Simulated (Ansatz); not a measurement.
**Ge under strain**

Level of theory: DFT PBEsol, scalar-relativistic, plane waves, PAW (Ansatz). (420 eV cutoff, 14×14×10 k-mesh, Gaussian smearing of 0.10 eV, no spin polarisation)

Starting point, cell and atoms relaxed:

```
CELL_PARAMETERS angstrom
2.83743 2.83743 0.00000
-2.83743 2.83743 0.00000
0.00000 0.00000 5.67485
ATOMIC_POSITIONS crystal
Ge 0.50000 0.50000 0.50000
Ge 0.50000 0.00000 0.25000
Ge 0.00000 0.00000 0.00000
Ge 0.00000 0.50000 0.75000
```

Deformation: biaxial strain in the a-b plane, with the length and tilt of c and the atoms relaxed, all within the symmetry that the strain leaves. Energies are extrapolated to zero smearing. Gaps are Kohn–Sham gaps over the whole zone.

```
strain (%)  ΔE (meV/atom) a (Å) b (Å) c (Å) gap (eV)
      -6.0           74.9  3.772  3.772  5.939     metal
      -4.0           32.0  3.852  3.852  5.848     metal
      -2.0            7.7  3.932  3.932  5.761      0.02
      +0.0            0.0  4.013  4.013  5.675     metal
      +2.0            6.7  4.093  4.093  5.589     metal
      +4.0           25.3  4.173  4.173  5.498     metal
      +6.0           54.0  4.253  4.253  5.399     metal
```

Task: What stiffness (1/V) d²E/dε² at zero strain does a cubic fit over all points give?

Result: A cubic fit gives (1/V) d²E/dε² = 251 GPa at zero strain (twice the biaxial modulus).

Task: How does the free axis c answer a small strain?

Result: Between the innermost points its strain is -0.76 times the applied one.